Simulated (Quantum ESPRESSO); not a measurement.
# TaN (Fm-3m) in Quantum ESPRESSO: notebook

The runs below take TaN through single point, equation of state, with PBE.

Program: Quantum ESPRESSO 7.5. These are calculated values, not measurements. Logs are shortened: lines on timing, memory, paths and dates and some standing lists are left out, and cuts for length are marked.

## 1. Starting point

Symmetry: Fm-3m, No. 225, cubic system. The conventional cell has a = 4.423 Å, b = 4.423 Å, c = 4.423 Å, α = 90.00°, β = 90.00°, γ = 90.00°. Around Ta (site symmetry m-3m) lie 6 N at 2.21 Å. Around N (site symmetry m-3m) lie 6 Ta at 2.21 Å.

The cell comes from a database or a generator and needn't be the stable form of this composition.

## 2. Single point, PBE, spin-orbit coupling, no magnetisation, 10.16 Å³/atom

The input, pw.in:

```
&CONTROL
  calculation = 'scf'
  prefix = 'pwscf'
  outdir = './tmp'
  pseudo_dir = './pseudo'
  tprnfor = .true.
  tstress = .true.
  disk_io = 'nowf'
/
&SYSTEM
  ibrav = 0
  nat = 2
  ntyp = 2
  ecutwfc = 84
  nbnd = 30
  occupations = 'smearing'
  smearing = 'fd'
  degauss = 0.00367493
  noncolin = .true.
  lspinorb = .true.
/
&ELECTRONS
  conv_thr = 4d-10
  electron_maxstep = 120
  mixing_beta = 0.5
/
ATOMIC_SPECIES
Ta   180.9479 Ta.upf
N     14.0070 N.upf
CELL_PARAMETERS angstrom
   0.0000000000    2.1661812927    2.1661812927
   2.1661812927    0.0000000000    2.1661812927
   2.1661812927    2.1661812927    0.0000000000
ATOMIC_POSITIONS crystal
Ta     0.5000000000    0.5000000000    0.5000000000
N      0.0000000000    0.0000000000    0.0000000000
K_POINTS automatic
10 10 10 0 0 0
```

Potentials or basis: PseudoDojo 0.4 FR PBE standard.

Run with:

```bash
OMP_NUM_THREADS=1 pw.x -in pw.in > pw.out
```

pw.out:

```text
This program is part of the open-source Quantum ESPRESSO suite
     for quantum simulation of materials; please cite
[... 9 lines left out ...]
     --------------------
     sticks:   dense  smooth     PW     G-vecs:    dense   smooth      PW
     Sum         769     769    241                14211    14211    2421

     Using Slab Decomposition

     bravais-lattice index     =            0
     lattice parameter (alat)  =       5.7891  a.u.
     unit-cell volume          =     137.1864 (a.u.)^3
     number of atoms/cell      =            2
     number of atomic types    =            2
     number of electrons       =        18.00
     number of Kohn-Sham states=           30
     kinetic-energy cutoff     =      84.0000  Ry
     charge density cutoff     =     336.0000  Ry
     scf convergence threshold =      4.0E-10
     mixing beta               =       0.5000
     number of iterations used =            8  plain     mixing
     Exchange-correlation= PBE
                           (   1   4   3   4   0   0   0)
     Non magnetic calculation with spin-orbit

     celldm(1)=   5.789068  celldm(2)=   0.000000  celldm(3)=   0.000000
     celldm(4)=   0.000000  celldm(5)=   0.000000  celldm(6)=   0.000000

     crystal axes: (cart. coord. in units of alat)
               a(1) = (   0.000000   0.707107   0.707107 )
               a(2) = (   0.707107   0.000000   0.707107 )
               a(3) = (   0.707107   0.707107   0.000000 )

     reciprocal axes: (cart. coord. in units 2 pi/alat)
               b(1) = ( -0.707107  0.707107  0.707107 )
               b(2) = (  0.707107 -0.707107  0.707107 )
               b(3) = (  0.707107  0.707107 -0.707107 )

     PseudoPot. # 1 for Ta read from file:
     Ta.upf
     Pseudo is Norm-conserving + core correction, Zval = 13.0
     Generated using ONCVPSP code by D. R. Hamann
     Using radial grid of 1484 points, 14 beta functions with:
                l(1) =   0
                l(2) =   0
                l(3) =   1
                l(4) =   1
                l(5) =   1
                l(6) =   1
                l(7) =   2
                l(8) =   2
                l(9) =   2
               l(10) =   2
               l(11) =   3
               l(12) =   3
               l(13) =   3
               l(14) =   3

     PseudoPot. # 2 for N  read from file:
     N.upf
     Pseudo is Norm-conserving + core correction, Zval =  5.0
     Generated using ONCVPSP code by D. R. Hamann
     Using radial grid of 1058 points,  6 beta functions with:
                l(1) =   0
                l(2) =   0
                l(3) =   1
                l(4) =   1
                l(5) =   1
                l(6) =   1

     atomic species   valence    mass     pseudopotential
     Ta               13.00   180.94790     Ta( 1.00)
     N                 5.00    14.00700     N ( 1.00)

     48 Sym. Ops., with inversion, found

   Cartesian axes

     site n.     atom                  positions (alat units)
         1        Ta     tau(   1) = (   0.7071068   0.7071068   0.7071068  )
         2        N      tau(   2) = (   0.0000000   0.0000000   0.0000000  )

     number of k points=    47  Fermi-Dirac smearing, width (Ry)=  0.0037
                       cart. coord. in units 2pi/alat
        k(    1) = (   0.0000000   0.0000000   0.0000000), wk =   0.0010000
        k(    2) = (   0.0707107   0.0707107  -0.0707107), wk =   0.0080000
        k(    3) = (   0.1414214   0.1414214  -0.1414214), wk =   0.0080000
        k(    4) = (   0.2121320   0.2121320  -0.2121320), wk =   0.0080000
        k(    5) = (   0.2828427   0.2828427  -0.2828427), wk =   0.0080000
        k(    6) = (  -0.3535534  -0.3535534   0.3535534), wk =   0.0040000
[... 39 lines left out ...]
        k(   46) = (  -0.0707107  -0.3535534   0.6363961), wk =   0.0240000
        k(   47) = (  -0.7071068   0.2828427   0.0000000), wk =   0.0120000

     Dense  grid:    14211 G-vectors     FFT dimensions: (  36,  36,  36)

     Initial potential from superposition of free atoms

     starting charge      17.9991, renormalised to      18.0000
     Starting wfcs are   28 randomized atomic wfcs +    2 random wfcs

     Self-consistent Calculation

     iteration #  1     ecut=    84.00 Ry     beta= 0.50
     Davidson diagonalization with overlap
     ethr =  1.00E-02,  avg # of iterations =  4.4

     total energy              =    -151.15629754 Ry
     estimated scf accuracy    <       0.47419232 Ry
[... 64 lines left out ...]
     iteration # 11     ecut=    84.00 Ry     beta= 0.50
     Davidson diagonalization with overlap
     ethr =  3.41E-11,  avg # of iterations =  1.4

     End of self-consistent calculation

          k = 0.0000 0.0000 0.0000 (  1807 PWs)   bands (ev):

   -46.6571 -46.6571 -19.3536 -19.3536 -10.5318 -10.5318 -10.5318 -10.5318
     3.4262   3.4262  18.4886  18.4886  18.7071  18.7071  18.7071  18.7071
    20.2717  20.2717  20.2717  20.2717  20.6453  20.6453  22.7887  22.7887
    22.7887  22.7887  24.5301  24.5301  31.7745  31.7745
[... 199 lines left out ...]
   -46.5637 -46.5637 -19.6542 -19.6542 -11.3439 -11.3439 -10.9960 -10.9960
     5.1371   5.1371  15.0893  15.0893  15.7847  15.7847  16.6999  16.6999
    19.5391  19.5391  25.4561  25.4561  25.8294  25.8294  27.1549  27.1549
    27.9110  27.9110  30.9744  30.9744  32.8367  32.8367

          k =-0.7071 0.0000 0.0000 (  1772 PWs)   bands (ev):

   -46.5629 -46.5629 -19.6557 -19.6557 -11.3770 -11.3770 -10.9455 -10.9455
     4.6658   4.6658  15.7457  15.7457  16.8579  16.8579  17.7411  17.7411
    18.0842  18.0842  24.9150  24.9150  26.1598  26.1598  26.7198  26.7198
    27.7887  27.7887  30.0499  30.0499  31.7344  31.7344

          k = 0.2828 0.1414 0.0000 (  1790 PWs)   bands (ev):

   -46.6187 -46.6187 -19.4820 -19.4820 -10.9724 -10.9724 -10.6627 -10.6627
     4.7966   4.7966  14.4833  14.4833  16.4140  16.4140  16.8362  16.8362
    20.1664  20.1664  23.0354  23.0354  23.5519  23.5519  24.3244  24.3244
    26.3958  26.3958  29.2589  29.2589  35.7567  35.7567
[... 73 lines left out ...]
   -46.5659 -46.5659 -19.6484 -19.6484 -11.3233 -11.3233 -11.0072 -11.0072
     5.5520   5.5520  14.2460  14.2460  15.4777  15.4777  15.9329  15.9329
    21.5068  21.5068  23.6959  23.6959  25.8068  25.8068  27.3791  27.3791
    28.4840  28.4840  32.7208  32.7208  34.0591  34.0591

          k =-0.7071 0.1414 0.0000 (  1774 PWs)   bands (ev):

   -46.5629 -46.5629 -19.6560 -19.6560 -11.3523 -11.3523 -10.9865 -10.9865
     4.9049   4.9049  15.5650  15.5650  16.3196  16.3196  16.7269  16.7269
    19.1337  19.1337  25.5327  25.5327  25.7997  25.7997  26.5777  26.5777
    28.0445  28.0445  30.5255  30.5255  32.3698  32.3698
[... 10 lines left out ...]
   -46.5651 -46.5651 -19.6507 -19.6507 -11.3049 -11.3049 -11.0376 -11.0376
     5.5287   5.5287  14.4157  14.4157  15.3909  15.3909  15.9183  15.9183
    22.3929  22.3929  22.5653  22.5653  26.1673  26.1673  27.4616  27.4616
    27.9763  27.9763  33.1676  33.1676  33.9511  33.9511

          k =-0.7071 0.2828 0.0000 (  1770 PWs)   bands (ev):

   -46.5628 -46.5628 -19.6566 -19.6566 -11.2938 -11.2938 -11.0711 -11.0711
     5.3383   5.3383  15.0757  15.0757  15.4046  15.4046  16.0130  16.0130
    21.2361  21.2361  23.5878  23.5878  26.3107  26.3107  27.0345  27.0345
    27.7951  27.7951  32.5896  32.5896  33.9288  33.9288

     the Fermi energy is    22.6432 ev

!    total energy              =    -151.33309463 Ry
     estimated scf accuracy    <          6.7E-11 Ry
     smearing contrib. (-TS)   =      -0.00040244 Ry
     internal energy E=F+TS    =    -151.33269220 Ry

     The total energy is F=E-TS. E is the sum of the following terms:
     one-electron contribution =      -3.83274957 Ry
     hartree contribution      =      14.50995189 Ry
     xc contribution           =     -36.06251542 Ry
     ewald contribution        =    -125.94737910 Ry

     convergence has been achieved in  11 iterations

     Forces acting on atoms (cartesian axes, Ry/au):

     atom    1 type  1   force =     0.00000000    0.00000000   -0.00000000
     atom    2 type  2   force =    -0.00000000   -0.00000000    0.00000000

     Total force =     0.000000     Total SCF correction =     0.000000

     Computing stress (Cartesian axis) and pressure

          total   stress  (Ry/bohr**3)                   (kbar)     P=      215.93
   0.00146788   0.00000000   0.00000000          215.93        0.00        0.00
   0.00000000   0.00146788   0.00000000            0.00      215.93        0.00
   0.00000000   0.00000000   0.00146788            0.00        0.00      215.93

=------------------------------------------------------------------------------=
   JOB DONE.
=------------------------------------------------------------------------------=
```

It took 69 s on 1 thread of INTEL XEON PLATINUM 8581C at 2.10GHz (Emerald Rapids), shared host; peak memory 0.15 GiB.

What came out:

| Item | Value |
| --- | --- |
| Free energy | -2058.9916 eV |
| Pressure | 21.6 GPa |
| Band gap on the k mesh | none (metal or under the smearing width) |

## 3. Single point, PBE, spin-orbit coupling, no magnetisation, 10.38 Å³/atom

Edit pw.in of step 2 so:

```diff
@@ -30,5 +30,5 @@
 CELL_PARAMETERS angstrom
-   0.0000000000    2.1661812927    2.1661812927
-   2.1661812927    0.0000000000    2.1661812927
-   2.1661812927    2.1661812927    0.0000000000
+   0.0000000000    2.1814365931    2.1814365931
+   2.1814365931    0.0000000000    2.1814365931
+   2.1814365931    2.1814365931    0.0000000000
 ATOMIC_POSITIONS crystal
```

Potentials or basis: PseudoDojo 0.4 FR PBE standard.

Run with:

```bash
OMP_NUM_THREADS=1 pw.x -in pw.in > pw.out
```

Wall time 70 s (1 thread of INTEL XEON PLATINUM 8581C at 2.10GHz (Emerald Rapids), shared host); peak memory 0.15 GiB.

Results (log left out):

```
Free energy            : -2059.0384 eV
Pressure               : 13.1 GPa
Band gap on the k mesh : none (metal or under the smearing width)
```

## 4. Single point, PBE, spin-orbit coupling, no magnetisation, 10.60 Å³/atom

Edit pw.in of step 3 so:

```diff
@@ -30,5 +30,5 @@
 CELL_PARAMETERS angstrom
-   0.0000000000    2.1814365931    2.1814365931
-   2.1814365931    0.0000000000    2.1814365931
-   2.1814365931    2.1814365931    0.0000000000
+   0.0000000000    2.1964814589    2.1964814589
+   2.1964814589    0.0000000000    2.1964814589
+   2.1964814589    2.1964814589    0.0000000000
 ATOMIC_POSITIONS crystal
```

Run with:

```bash
OMP_NUM_THREADS=1 pw.x -in pw.in > pw.out
```

It took 73 s on 1 thread of INTEL XEON PLATINUM 8581C at 2.10GHz (Emerald Rapids), shared host; peak memory 0.16 GiB.

Results (log left out):

| Quantity | Value |
| --- | --- |
| Free energy | -2059.0635 eV |
| Pressure | 5.6 GPa |
| Band gap on the k mesh | none (metal or under the smearing width) |

## 5. Single point, PBE, spin-orbit coupling, no magnetisation, 10.81 Å³/atom

Edit pw.in of step 4 so:

```diff
@@ -30,5 +30,5 @@
 CELL_PARAMETERS angstrom
-   0.0000000000    2.1964814589    2.1964814589
-   2.1964814589    0.0000000000    2.1964814589
-   2.1964814589    2.1964814589    0.0000000000
+   0.0000000000    2.2113230000    2.2113230000
+   2.2113230000    0.0000000000    2.2113230000
+   2.2113230000    2.2113230000    0.0000000000
 ATOMIC_POSITIONS crystal
```

Run with:

```bash
OMP_NUM_THREADS=1 pw.x -in pw.in > pw.out
```

Wall time 74 s (1 thread of INTEL XEON PLATINUM 8581C at 2.10GHz (Emerald Rapids), shared host); peak memory 0.15 GiB.

It converged, with:

```yaml
Free_energy: -2059.0693 eV
Pressure: -1.2 GPa
Band_gap_on_the_k_mesh: none (metal or under the smearing width)
```

## 6. Single point, PBE, spin-orbit coupling, no magnetisation, 11.03 Å³/atom

Edit pw.in of step 5 so:

```diff
@@ -30,5 +30,5 @@
 CELL_PARAMETERS angstrom
-   0.0000000000    2.2113230000    2.2113230000
-   2.2113230000    0.0000000000    2.2113230000
-   2.2113230000    2.2113230000    0.0000000000
+   0.0000000000    2.2259679500    2.2259679500
+   2.2259679500    0.0000000000    2.2259679500
+   2.2259679500    2.2259679500    0.0000000000
 ATOMIC_POSITIONS crystal
```

Potentials or basis: PseudoDojo 0.4 FR PBE standard.

Run with:

```bash
OMP_NUM_THREADS=1 pw.x -in pw.in > pw.out
```

Wall time 75 s (1 thread of INTEL XEON PLATINUM 8581C at 2.10GHz (Emerald Rapids), shared host); peak memory 0.16 GiB.

The run converged. Its results:

```yaml
Free_energy: -2059.0576 eV
Pressure: -7.3 GPa
Band_gap_on_the_k_mesh: none (metal or under the smearing width)
```

## 7. Single point, PBE, spin-orbit coupling, no magnetisation, 11.25 Å³/atom

Edit pw.in of step 6 so:

```diff
@@ -30,5 +30,5 @@
 CELL_PARAMETERS angstrom
-   0.0000000000    2.2259679500    2.2259679500
-   2.2259679500    0.0000000000    2.2259679500
-   2.2259679500    2.2259679500    0.0000000000
+   0.0000000000    2.2404226923    2.2404226923
+   2.2404226923    0.0000000000    2.2404226923
+   2.2404226923    2.2404226923    0.0000000000
 ATOMIC_POSITIONS crystal
```

Run with:

```bash
OMP_NUM_THREADS=1 pw.x -in pw.in > pw.out
```

Wall time 76 s (1 thread of INTEL XEON PLATINUM 8581C at 2.10GHz (Emerald Rapids), shared host); peak memory 0.16 GiB.

Results (log left out):

| Item | Value |
| --- | --- |
| Free energy | -2059.0305 eV |
| Pressure | -12.8 GPa |
| Band gap on the k mesh | none (metal or under the smearing width) |

## 8. Single point, PBE, spin-orbit coupling, no magnetisation, 11.46 Å³/atom

Edit pw.in of step 7 so:

```diff
@@ -30,5 +30,5 @@
 CELL_PARAMETERS angstrom
-   0.0000000000    2.2404226923    2.2404226923
-   2.2404226923    0.0000000000    2.2404226923
-   2.2404226923    2.2404226923    0.0000000000
+   0.0000000000    2.2546932853    2.2546932853
+   2.2546932853    0.0000000000    2.2546932853
+   2.2546932853    2.2546932853    0.0000000000
 ATOMIC_POSITIONS crystal
```

Run with:

```bash
OMP_NUM_THREADS=1 pw.x -in pw.in > pw.out
```

It took 79 s on 1 thread of INTEL XEON PLATINUM 8581C at 2.10GHz (Emerald Rapids), shared host; peak memory 0.17 GiB.

It converged, with:

```yaml
Free_energy: -2058.9894 eV
Pressure: -17.6 GPa
Band_gap_on_the_k_mesh: none (metal or under the smearing width)
```

## 9. Equation of state, PBE, spin-orbit coupling, no magnetisation

Potentials or basis: PseudoDojo 0.4 FR PBE standard.

This step only gathers the single runs of the series.

What came out:

* Equilibrium volume: 10.77 Å³/atom
* Bulk modulus: 326 GPa
* Pressure derivative of the bulk modulus: 4.4

Energy against volume, from the lowest point:
```csv
volume (Å³/atom),energy (meV/atom)
10.164,38.80
10.381,15.44
10.597,2.88
10.813,0.00
11.030,5.80
11.246,19.39
11.462,39.94
```
